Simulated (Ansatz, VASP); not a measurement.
## C in VASP and in Ansatz

INCAR

```
PREC = Accurate
ENCUT = 520
EDIFF = 1E-6
ISMEAR = 0
SIGMA = 0.05
LREAL = F
LASPH = T
NELM = 80
ALGO = Normal
ISIF = 2
LWAVE = F
LCHARG = F
NBANDS = 11
```

Contents of KPOINTS:

```
regular mesh
0
Gamma
  12 12 12
```

The input POSCAR:

```
C
1.0
    1.2280263465      0.7090013417      3.1796602974
   -1.2280263465      0.7090013417      3.1796602974
    0.0000000000     -1.4180026834      3.1796602974
C
2
Direct
    0.1640000000      0.1640000000      0.1640000000
    0.8360000000      0.8360000000      0.8360000000
```

Input for Ansatz:

```yaml
crystal:
  lattice:
    - [1.2280263465, 0.7090013417, 3.1796602974]
    - [-1.2280263465, 0.7090013417, 3.1796602974]
    - [0.0, -1.4180026834, 3.1796602974]
  atoms:
    - { symbol: C, position: [0.164, 0.164, 0.164] }
    - { symbol: C, position: [0.836, 0.836, 0.836] }
basis:
  ecutwfc: 420
kpoints:
  mp_grid: { grid: [12, 12, 12] }
hamiltonian:
  xc: lda
scf:
  occupations: { method: gaussian, width: 0.05 }
output:
  forces: true
  stress: true
  eigenvalues: true
```

Change from the starting cell: strain +0.000 along x and y, -0.050 along z, atoms carried along.

Alike in both runs: task single point; functional LDA; k mesh 12 × 12 × 12; occupations gaussian, width 0.05 eV; no spin polarisation.

|  | VASP | Ansatz |
| --- | --- | --- |
| version | VASP 6.6.1 | Ansatz 0.2.0 |
| potentials or method | VASP PAW LDA potentials, release 64 (C) | scalar-relativistic, plane waves, PAW |
| plane-wave cutoff (eV) | 520 | 420 |
| valence electrons in the cell | 8 | 8 |

Ansatz gave:

| Item | Value |
| --- | --- |
| gap on the k mesh at the Fermi level (eV) | 1.01 |
| least direct gap on the mesh (eV) | 1.01 |
| pressure (GPa) | -3.8 |
| largest component of the traceless stress (GPa) | 4.82 |
| rms of the force components (eV/Å) | 0.477 |

Problem. What did VASP give for the same quantities?

Solution. gap on the k mesh at the Fermi level (eV): 1.01; least direct gap on the mesh (eV): 1.01; pressure (GPa): -2.9; largest component of the traceless stress (GPa): 3.87; rms of the force components (eV/Å): 0.474.

Atom by atom the forces differ by 0.004 eV/Å (rms over components).
